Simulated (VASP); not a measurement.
Wanted: the native input for a VASP 6.6.1 run.

| Item | Value |
| --- | --- |
| Task | single point |
| Functional | PBE |
| Potentials or basis | VASP PAW PBE potentials, release 64 (Zn) |
| Cutoff | 520 eV |
| k mesh | 12 × 12 × 12 |
| Occupations | fermi-dirac, width 0.05 eV |
| Spin | no spin polarisation |
| Dipole correction | no |
| Further INCAR settings | ALGO = Normal; EDIFF = 1e-07; NBANDS = 12 |

The structure of Zn lies in POSCAR:

```
Zn
1.0
    0.0000000000      1.9246672763      1.9246672763
    1.9246672763      0.0000000000      1.9246672763
    1.9246672763      1.9246672763      0.0000000000
Zn
1
Direct
    0.0000000000      0.0000000000      0.0000000000
```

This isn't the form of Zn at room conditions, which is hcp.

The cell isn't the ideal one: volume scaled by 0.94.

One way to write it, as run:

INCAR

```
SYSTEM = Zn
ALGO = Normal
EDIFF = 1E-7
ENCUT = 520
GGA = PE
ISIF = 2
ISMEAR = -1
LASPH = .True.
LCHARG = .True.
LELF = .True.
LREAL = .False.
LVHAR = .True.
LWAVE = .False.
NBANDS = 12
NELM = 60
PREC = Accurate
SIGMA = 0.05
```

KPOINTS

```
k-points
0
Gamma
  12 12 12
  0 0 0
```

Potentials or basis: VASP PAW PBE potentials, release 64 (Zn).

Launch:

```bash
$ cat potpaw_PBE.64/Zn/POTCAR > POTCAR
$ mpirun -np 1 vasp_std > vasp.out
```

Results of the run:

```json
{
 "Pressure": "5.1 GPa",
 "Band gap on the k mesh": "none (metal or under the smearing width)"
}
```

It took 16 s on 1 thread of AMD EPYC 7R13 Processor (Zen 3), on a shared host, peak memory 0.09 GiB.
